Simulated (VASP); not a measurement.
# CaSe (Fm-3m) in VASP: notebook

Runs on CaSe. Level: PBEsol. Tasks: single point.

All numbers are computed with VASP 6.6.1; they aren't measurements. Logs are shortened: lines on timing, memory, paths and dates and some standing lists are left out, and cuts for length are marked.

**Measured values to compare with.**

A printed reference work, monograph, original work of 1988 reports, for a bulk crystal of CaSe at 2 K: band gap 3.85 eV (indirect).

The results are compared with them further down.

### Step 1. The cell of the first run

Symmetry: Fm-3m, No. 225, cubic system. The conventional cell has a = 5.791 Å, b = 5.791 Å, c = 5.791 Å, α = 90.00°, β = 90.00°, γ = 90.00°. Within 3.8 Å of Ca (site symmetry m-3m) lie 6 Se at 2.90 Å. Se (site symmetry m-3m) has 6 Ca at 2.90 Å within 3.8 Å.

### Step 2. Single point, PBEsol

INCAR

```
PREC = Accurate
ENCUT = 520
EDIFF = 1E-6
ISMEAR = 0
SIGMA = 0.01
LREAL = F
LASPH = T
NELM = 80
ALGO = Normal
ISIF = 2
LWAVE = F
LCHARG = F
GGA = PS
NBANDS = 15
```

KPOINTS

```
Automatic mesh
0
Gamma
  6 6 6
```

POSCAR

```
CaSe
1.0
    0.0000000000      2.8956565374      2.8956565374
    2.8956565374      0.0000000000      2.8956565374
    2.8956565374      2.8956565374      0.0000000000
Ca Se
1 1
Direct
    0.0000000000      0.0000000000      0.0000000000
    0.5000000000      0.5000000000      0.5000000000
```

Potentials or basis: VASP PAW PBE potentials, release 64 (Ca_sv, Se).

Launch:

```sh
$ cat potpaw_PBE.64/Ca_sv/POTCAR potpaw_PBE.64/Se/POTCAR > POTCAR
$ mpirun -np 1 vasp_std > vasp.out
```

OUTCAR:

```text
PREC = Accurate
   ENCUT = 520
   EDIFF = 1E-6
   ISMEAR = 0
   LREAL = F
   LASPH = T
   NELM = 80
   ISIF = 2
   GGA = PS

 ion  position               nearest neighbor table
   1  0.000  0.000  0.000-   2 2.90   2 2.90   2 2.90   2 2.90   2 2.90   2 2.90
   2  0.500  0.500  0.500-   1 2.90   1 2.90   1 2.90   1 2.90   1 2.90   1 2.90

  LATTYP: Found a face centered cubic cell.
 ALAT       =     5.7913130748

  Lattice vectors:

 A1 = (   0.0000000000,   2.8956565374,   2.8956565374)
 A2 = (   2.8956565374,   0.0000000000,   2.8956565374)
 A3 = (   2.8956565374,   2.8956565374,   0.0000000000)

Analysis of symmetry for initial positions (statically):
=====================================================================
 Subroutine PRICEL returns:
 Original cell was already a primitive cell.

 Routine SETGRP: Setting up the symmetry group for a
 face centered cubic supercell.

 Subroutine GETGRP returns: Found 48 space group operations
 (whereof 48 operations were pure point group operations)
 out of a pool of 48 trial point group operations.

The static configuration has the point symmetry O_h .

Analysis of symmetry for dynamics (positions and initial velocities):
=====================================================================
 Subroutine PRICEL returns:
 Original cell was already a primitive cell.

 Routine SETGRP: Setting up the symmetry group for a
 face centered cubic supercell.

 Subroutine GETGRP returns: Found 48 space group operations
 (whereof 48 operations were pure point group operations)
 out of a pool of 48 trial point group operations.

The dynamic configuration has the point symmetry O_h .

 Subroutine INISYM returns: Found 48 space group operations
 (whereof 48 operations are pure point group operations),
 and found     1 'primitive' translations

----------------------------------------------------------------------------------------

                                     Primitive cell

  volume of cell :      48.5592

  direct lattice vectors                    reciprocal lattice vectors
     0.000000000  2.895656537  2.895656537    -0.172672412  0.172672412  0.172672412
     2.895656537  0.000000000  2.895656537     0.172672412 -0.172672412  0.172672412
     2.895656537  2.895656537  0.000000000     0.172672412  0.172672412 -0.172672412

  length of vectors
     4.095076747  4.095076747  4.095076747     0.299077391  0.299077391  0.299077391

[... 80 lines left out ...]
   TEBEG  =    0.0;   TEEND  =   0.0 temperature during run
   PSTRESS=    0.0 pullay stress
   NELECT =      16.0000    total number of electrons
   NUPDOWN=      -1.0000    fix difference up-down
   EMIN   =  10.00;   EMAX   =-10.00  energy-range for DOS
   EFERMI =   0.00;   METHOD = LEGACY
   ISMEAR =     0;   SIGMA  =   0.01  broadening in eV -4-tet -1-fermi 0-gaus
   EFERMI_NEDOS =   21; number of points for ismear=-14 and -15
   IALGO  =     38    algorithm
   IMIX   =      4    mixing-type and parameters
     AMIX     =   0.40;   BMIX     =  1.00
     AMIX_MAG =   1.60;   BMIX_MAG =  1.00
  volume/ion in A,a.u.               =      24.28       163.85
  Fermi-wavevector in a.u.,A,eV,Ry     =   1.130727  2.136764 17.395642  1.278544
  Thomas-Fermi vector in A             =   2.267424
   LORBIT       =      0    0 simple, 1 ext, 2 COOP (PROOUT), +10 PAW based schemes
   GGA     = PS    functional components
   LHFCALC =     F    Hartree Fock is set to
   AEXX    =    0.0000 exact exchange contribution
   IVDW    =     0    specifies the selected vdW correction
   LEPSILON=     F    determine dielectric tensor
   LRPA    =     F    only Hartree local field effects (RPA)
 non-spin polarized calculation
 Gauss-broadening in eV      SIGMA  =   0.01
  energy-cutoff  :      520.00
  volume of cell :       48.56
 maximum number of plane-waves:      1316
   NGX = 15   NGY = 15   NGZ = 15

 number of electron      15.9999999 magnetization

 Free energy of the ion-electron system (eV)
  ---------------------------------------------------
  ext. energy  EPLUGINS =         0.00000000
  ---------------------------------------------------
  free energy    TOTEN  =       -10.05631244 eV

  energy without entropy =      -10.05631244  energy(sigma->0) =      -10.05631244

 E-fermi :   2.8696     XC(G=0):  -9.6001

 val. band max:        2.7998811024   @ k =   0.0000   0.0000   0.0000
 cond. band min:       4.5542374823   @ k =   0.5000   0.5000   0.0000
 fundamental gap:      1.7543563799
 Fermi energy:         2.8696112815

 k-point     1 :       0.0000    0.0000    0.0000
  band No.  band energies     occupation
      1     -36.5592      2.00000
      2     -17.6467      2.00000
      3     -17.6467      2.00000
      4     -17.6467      2.00000
      5      -9.2577      2.00000
      6       2.7999      2.00000
      7       2.7999      2.00000
      8       2.7999      2.00000
      9       6.3330      0.00000
     10       6.4070      0.00000
     11       6.4070      0.00000
     12       6.4070      0.00000
     13       7.0747      0.00000
     14       7.0747      0.00000
[... 257 lines left out ...]
      2     -17.7433      2.00000
      3     -17.7091      2.00000
      4     -17.6998      2.00000
      5      -8.5077      2.00000
      6       0.3198      2.00000
      7       1.0654      2.00000
      8       1.1370      2.00000
      9       5.9966      0.00000
     10       8.1022      0.00000
     11       8.2475      0.00000
     12       8.8325      0.00000
     13       9.0416      0.00000
     14      10.1227      0.00000
     15      12.5793      0.00000

------------------------ aborting loop because EDIFF is reached ----------------------------------------

  FORCE on cell =-STRESS in cart. coord.  units (eV):
  Direction    XX          YY          ZZ          XY          YZ          ZX
  --------------------------------------------------------------------------------------
  -------------------------------------------------------------------------------------
  Total        0.7581333      0.7581333      0.7581333     -0.0000000     -0.0000000      0.0000000
  in kB       25.0141069     25.0141069     25.0141069     -0.0000000     -0.0000000      0.0000000
  external PRESSURE =      25.0141069 kB  Pullay stress =       0.0000000 kB

 VOLUME and BASIS-vectors are now :
 -----------------------------------------------------------------------------
  energy-cutoff  :      520.00
  volume of cell :       48.56
      direct lattice vectors                 reciprocal lattice vectors
     0.000000000  2.895656537  2.895656537    -0.172672412  0.172672412  0.172672412
     2.895656537  0.000000000  2.895656537     0.172672412 -0.172672412  0.172672412
     2.895656537  2.895656537  0.000000000     0.172672412  0.172672412 -0.172672412

 POSITION                                       TOTAL-FORCE (eV/Angst)
 -----------------------------------------------------------------------------------
      0.00000      0.00000      0.00000        -0.000000      0.000000      0.000000
      2.89566      2.89566      2.89566         0.000000      0.000000     -0.000000
 -----------------------------------------------------------------------------------
    total drift:                               -0.000000      0.000000      0.000000

  FREE ENERGIE OF THE ION-ELECTRON SYSTEM (eV)
  ---------------------------------------------------
  free  energy   TOTEN  =       -10.0563124396 eV

  energy  without entropy=      -10.0563124396  energy(sigma->0) =      -10.05631244
```

stdout:

```text
POSCAR found type information on POSCAR CaSe
 POSCAR found :  2 types and       2 ions
 scaLAPACK will be used
 -----------------------------------------------------------------------------
|                                                                             |
|                                                                             |
|     You enforced a specific xc type in the INCAR file but a different       |
|     I HOPE YOU KNOW WHAT YOU ARE DOING!                                     |
|                                                                             |
 -----------------------------------------------------------------------------

 LDA part: xc-table for (Slater+PW92), standard interpolation
 POSCAR, INCAR and KPOINTS ok, starting setup
 FFT: planning ... GRIDC
 FFT: planning ... GRID_SOFT
 FFT: planning ... GRID
 WAVECAR not read
 entering main loop
```

Run time: 19 s. Hardware: 1 thread of Intel Xeon 8259CL, shared host; peak memory 0.17 GiB.

What came out:

```
Free energy            : -10.0563 eV
Pressure               : 2.5 GPa
Band gap on the k mesh : 1.75 eV, indirect (least direct gap 2.76 eV)
```

Caveat: the PAW data sets were made with another functional, which shifts forces and pressure a little.

### Step 3. Single point, PBEsol

This run uses another cell than the first one, of 25.05 Å³/atom, 1.032 times its volume.

INCAR

```
SYSTEM = CaSe
PREC = Accurate
ENCUT = 520
EDIFF = 1E-7
ISMEAR = 0
SIGMA = 0.01
LREAL = .FALSE.
LASPH = .TRUE.
NELM = 100
ALGO = Normal
ISIF = 2
LWAVE = .FALSE.
LCHARG = .FALSE.
GGA = PS
NBANDS = 15
```

KPOINTS

```
regular mesh
0
G
  6 6 6
  0 0 0
```

POSCAR

```
CaSe
1.0
    0.0000000000      2.9261393726      2.9261393726
    2.9261393726      0.0000000000      2.9261393726
    2.9261393726      2.9261393726      0.0000000000
Ca Se
1 1
Direct
    0.0000000000      0.0000000000      0.0000000000
    0.5000000000      0.5000000000      0.5000000000
```

Potentials or basis: VASP PAW PBE potentials, release 64 (Ca_sv, Se).

Launch:

```sh
$ cat potpaw_PBE.64/Ca_sv/POTCAR potpaw_PBE.64/Se/POTCAR > POTCAR
$ mpirun -np 1 vasp_std > vasp.out
```

Wall time 16 s (1 thread of Intel Xeon 8259CL, shared host); peak memory 0.18 GiB.

Results (log left out):

| Item | Value |
| --- | --- |
| Free energy | -10.0717 eV |
| Pressure | 0.7 GPa |
| Band gap on the k mesh | 1.84 eV, indirect (least direct gap 2.82 eV) |

Levels at points of the mesh, in eV from the valence-band top:
```
           k point  band 5  band 6  band 7  band 8  band 9  band 10  band 11  band 12
(0.00, 0.00, 0.00)  -11.94    0.00    0.00    0.00    3.36     3.63     3.63     3.63
(0.50, 0.00, 0.00)  -11.17   -3.46   -1.29   -1.29    4.43     5.53     5.56     5.56
(0.50, 0.50, 0.00)  -11.32   -2.64   -0.98   -0.98    1.84     5.08     5.08     6.14
```

Caveat: the PAW data sets were made with another functional, which shifts forces and pressure a little.

### Step 4. Single point, PBEsol

This run uses another cell than the first one, of 25.83 Å³/atom, 1.064 times its volume.

INCAR

```
PREC     = Accurate       # precision mode
ENCUT    = 520            # plane-wave cutoff, eV
EDIFF    = 1E-7           # SCF threshold, eV
ISMEAR   = 0              # smearing method
SIGMA    = 0.01           # smearing width, eV
LREAL    = F              # projectors in reciprocal space
LASPH    = T              # aspherical terms in the spheres
NELM     = 60             # most SCF steps
ALGO     = Normal         # electronic algorithm
ISIF     = 2              # what is computed and relaxed
LWAVE    = F              # write WAVECAR
LCHARG   = F              # write CHGCAR
GGA      = PS             # functional
NBANDS   = 15             # bands
```

KPOINTS

```
Automatic mesh
0
Gamma
  6 6 6
```

POSCAR

```
CaSe
1.0
    0.0000000000      2.9560000000      2.9560000000
    2.9560000000      0.0000000000      2.9560000000
    2.9560000000      2.9560000000      0.0000000000
Ca Se
1 1
Direct
    0.0000000000      0.0000000000      0.0000000000
    0.5000000000      0.5000000000      0.5000000000
```

Launch:

```sh
$ cat potpaw_PBE.64/Ca_sv/POTCAR potpaw_PBE.64/Se/POTCAR > POTCAR
$ mpirun -np 1 vasp_std > vasp.out
```

It took 17 s on 1 thread of Intel Xeon 8259CL, shared host; peak memory 0.17 GiB.

The run converged. Its results:

* Free energy: -10.0707 eV
* Pressure: -0.9 GPa
* Band gap on the k mesh: 1.92 eV, indirect (least direct gap 2.87 eV)

Levels at points of the mesh, in eV from the valence-band top:
| k point | band 5 | band 6 | band 7 | band 8 | band 9 | band 10 | band 11 | band 12 |
| --- | --- | --- | --- | --- | --- | --- | --- | --- |
| (0.00, 0.00, 0.00) | -11.83 | 0.00 | 0.00 | 0.00 | 3.19 | 3.65 | 3.65 | 3.65 |
| (0.50, 0.00, 0.00) | -11.12 | -3.34 | -1.22 | -1.22 | 4.38 | 5.45 | 5.49 | 5.49 |
| (0.50, 0.50, 0.00) | -11.24 | -2.56 | -0.95 | -0.95 | 1.92 | 4.94 | 5.04 | 6.03 |

Caveat: the PAW data sets were made with another functional, which shifts forces and pressure a little.

### Step 5. Overview

| cell | gap on the mesh (eV) | pressure (GPa) |
| --- | --- | --- |
| a = 4.095 Å, angles 60.0°, 2 atoms | 1.75 | 2.5 |
| a = 4.138 Å, angles 60.0°, 2 atoms | 1.84 | 0.7 |
| a = 4.180 Å, angles 60.0°, 2 atoms | 1.92 | -0.9 |

Alike in all rows: task single point; level PBEsol; potentials or basis VASP PAW PBE potentials, release 64 (Ca_sv, Se); no spin polarisation; k mesh 6 × 6 × 6; cutoff (eV) 520; smearing gaussian 0.01 eV.

Caveats: the PAW data sets were made with another functional, which shifts forces and pressure a little.

Absolute energies hang on the potentials; compare differences alone.

### Step 6. How close it comes

Step 2. Measured gap of CaSe: 3.85 eV (indirect; 2 K; a printed reference work, monograph, original work of 1988). This calculation gives 1.75 eV (-2.10 eV). So large a miss can be the level of theory's own, or it may mean another phase, state or a wrong row. Spin-orbit coupling on Se is left out. The value is that of PBEsol on a finite k mesh, which can miss the band edges, without temperature or zero-point motion. Semilocal functionals fall short of measured gaps as a rule.

Step 3. Measured gap of CaSe: 3.85 eV (indirect; 2 K; a printed reference work, monograph, original work of 1988). This calculation gives 1.84 eV (-2.01 eV). So large a miss can be the level of theory's own, or it may mean another phase, state or a wrong row. Spin-orbit coupling on Se is left out. The value is that of PBEsol on a finite k mesh, which can miss the band edges, without temperature or zero-point motion. Semilocal functionals fall short of measured gaps as a rule.

Step 4. Measured gap of CaSe: 3.85 eV (indirect; 2 K; a printed reference work, monograph, original work of 1988). This calculation gives 1.92 eV (-1.93 eV). So large a miss can be the level of theory's own, or it may mean another phase, state or a wrong row. Spin-orbit coupling on Se is left out. The value is that of PBEsol on a finite k mesh, which can miss the band edges, without temperature or zero-point motion. Semilocal functionals fall short of measured gaps as a rule.
